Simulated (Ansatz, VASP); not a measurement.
Sn5H2: VASP beside Ansatz

```
CELL_PARAMETERS angstrom
9.25116 0.00000 0.00000
0.00000 4.62558 0.00000
0.00000 0.00000 20.40769
ATOMIC_POSITIONS crystal
Sn 0.50000 0.00000 0.24580
Sn 0.00000 0.00000 0.24580
Sn 0.75000 0.00000 0.32593
Sn 0.25000 0.00000 0.32593
Sn 0.74555 0.50000 0.41584
Sn 0.24986 0.50000 0.40625
Sn 0.01195 0.50000 0.49960
Sn 0.48332 0.50000 0.49679
Sn 0.15025 0.00000 0.56374
Sn 0.45896 0.00000 0.58809
H 0.50921 0.30353 0.19621
H 0.50921 0.69647 0.19621
H 0.99079 0.69647 0.19621
H 0.99079 0.30353 0.19621
```

Alike in both runs: functional PBEsol; k mesh 3 × 6 × 1; occupations gaussian, width 0.05 eV; no spin polarisation.

Ansatz relaxed the structure, and its values are those at the end. VASP's run is a single point on that final structure, the one shown.

|  | VASP | Ansatz |
| --- | --- | --- |
| version | VASP 6.6.1 | Ansatz 0.2.0 |
| potentials or method | VASP PAW PBE potentials, release 64 (Sn_d, H) | scalar-relativistic, plane waves, PAW |
| plane-wave cutoff (eV) | 520 | 420 |
| valence electrons in the cell | 144 | 144 |

|  | VASP | Ansatz | Ansatz less VASP |
| --- | --- | --- | --- |
| gap on the k mesh at the Fermi level (eV) | none | none | - |
| rms of the force components (eV/Å) | 0.177 | 0.178 | +0.0011 |
| work function, face that differs most (eV) | 3.95 | 4.23 | +0.283 |

A gap of «none» marks a metal or a gap that the smearing closes. With one functional, cell and mesh, what is left measures potentials, basis and numerics.

Caveats: the PAW data sets were made with another functional, which shifts forces and pressure a little (VASP).
